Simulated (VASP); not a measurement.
A run of VASP 6.6.1 is set up as follows.

INCAR

```
SYSTEM = PbO
  PREC = Accurate
  ENCUT = 900
  EDIFF = 1E-7
  ISMEAR = 0
  SIGMA = 0.02
  LREAL = .False.
  LASPH = .True.
  NELM = 60
  ALGO = Normal
  ISIF = 2
  LWAVE = .False.
  LCHARG = .False.
  GGA = PS
```

The input KPOINTS:

```
regular mesh
0
Gamma
  6 6 6
  0 0 0
```

POSCAR

```
PbO
1.0
    5.9128200000      0.0000000000      0.0000000000
    0.0000000000      5.5257100000      0.0000000000
    0.0000000000      0.0000000000      4.7126400000
Pb O
4 4
Direct
    0.2304000000      0.0107600000      0.7500000000
    0.7696000000      0.9892400000      0.2500000000
    0.7696000000      0.5107600000      0.7500000000
    0.2304000000      0.4892400000      0.2500000000
    0.8638000000      0.9082300000      0.7500000000
    0.1362000000      0.0917700000      0.2500000000
    0.1362000000      0.4082300000      0.7500000000
    0.8638000000      0.5917700000      0.2500000000
```

Potentials or basis: VASP PAW PBE potentials, release 64 (Pb_d, O_h).

The run is started by

```sh
$ cat potpaw_PBE.64/Pb_d/POTCAR potpaw_PBE.64/O_h/POTCAR > POTCAR
$ mpirun -np 1 vasp_std > vasp.out
```

Estimate the largest force.

0.011 eV/Å.

Predict the pressure.

-0.1 GPa.

Forces in eV/Å, atoms in the order of the input:
```
Pb  -0.010  0.003  0.000
Pb   0.010 -0.003  0.000
Pb   0.010  0.003  0.000
Pb  -0.010 -0.003  0.000
O    0.000  0.000  0.000
O    0.000  0.000  0.000
O    0.000  0.000  0.000
O    0.000  0.000  0.000
```

Caveat: the cutoff is under 1.25 times the usual one of these potentials, so pressure, stress and relaxed cells hold a basis-set (Pulay) error; the PAW data sets were made with another functional, which shifts forces and pressure a little.
